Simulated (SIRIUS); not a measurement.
Input of a SIRIUS 7.10.0 run:

The input sirius.json:

```json
{
  "control": {
    "processing_unit": "cpu",
    "verbosity": 2,
    "num_bands_to_print": 15,
    "print_forces": true,
    "print_stress": true
  },
  "parameters": {
    "electronic_structure_method": "pseudopotential",
    "xc_functionals": ["XC_GGA_X_PBE", "XC_GGA_C_PBE"],
    "gk_cutoff": 9.2,
    "pw_cutoff": 18.4,
    "ngridk": [7, 6, 4],
    "shiftk": [0, 0, 0],
    "smearing": "fermi_dirac",
    "smearing_width": 0.0018374661,
    "num_bands": 15,
    "num_mag_dims": 0,
    "num_dft_iter": 100,
    "energy_tol": 1e-08,
    "density_tol": 1e-06
  },
  "iterative_solver": {
    "type": "davidson",
    "min_tolerance": 1e-09,
    "tolerance_scale": [0.1, 0.25]
  },
  "mixer": {
    "type": "anderson",
    "beta": 0.7,
    "max_history": 8
  },
  "settings": {
    "tol_ne": 1e-10,
    "pseudo_grid_cutoff": 6.5
  },
  "unit_cell": {
    "lattice_vectors": [
      [-0.111946166198, -3.141425548472, -3.175886801951],
      [-3.572711827053, 0.07632826805, -3.364161236199],
      [3.170390628004, 3.303927652169, -6.4023295414]
    ],
    "atom_coordinate_units": "lattice",
    "atom_types": ["B", "N"],
    "atom_files": {
      "B": "B.json",
      "N": "N.json"
    },
    "atoms": {
      "B": [
        [0.5913723, 0.47881937, 0.48939368],
        [0.93612734, 0.97668587, 0.00518336]
      ],
      "N": [
        [0.38773837, 0.42914493, 0.95155581],
        [0.83476198, 0.86534984, 0.30386715]
      ]
    }
  }
}
```

Potentials or basis: PseudoDojo 0.5 PBE standard (scalar relativistic).

Launch:

```sh
$ upf_to_json B.upf
$ upf_to_json N.upf
$ OMP_NUM_THREADS=1 sirius.scf --input=sirius.json --output=out.json --task=0
```

Question: What does it give for the largest force?

Answer: 26.624 eV/Å.

Question: What does it give for the pressure?

Answer: 168.8 GPa.

Question: Predict the band gap on the k mesh.

Answer: 1.01 eV.

Stress tensor (GPa, compression positive):
```
187.58   7.29 -77.48
  7.29 204.56 -23.08
-77.48 -23.08 114.20
```

Caveat: the k mesh is coarse (spacing up to 0.47 Å⁻¹), so the values aren't converged; the cell as given lies far from equilibrium; an odd mesh through Γ misses points on the zone boundary, where band edges often lie; forces of over 1 eV/Å show positions far from the minimum, so gaps and moduli don't describe the material at rest.
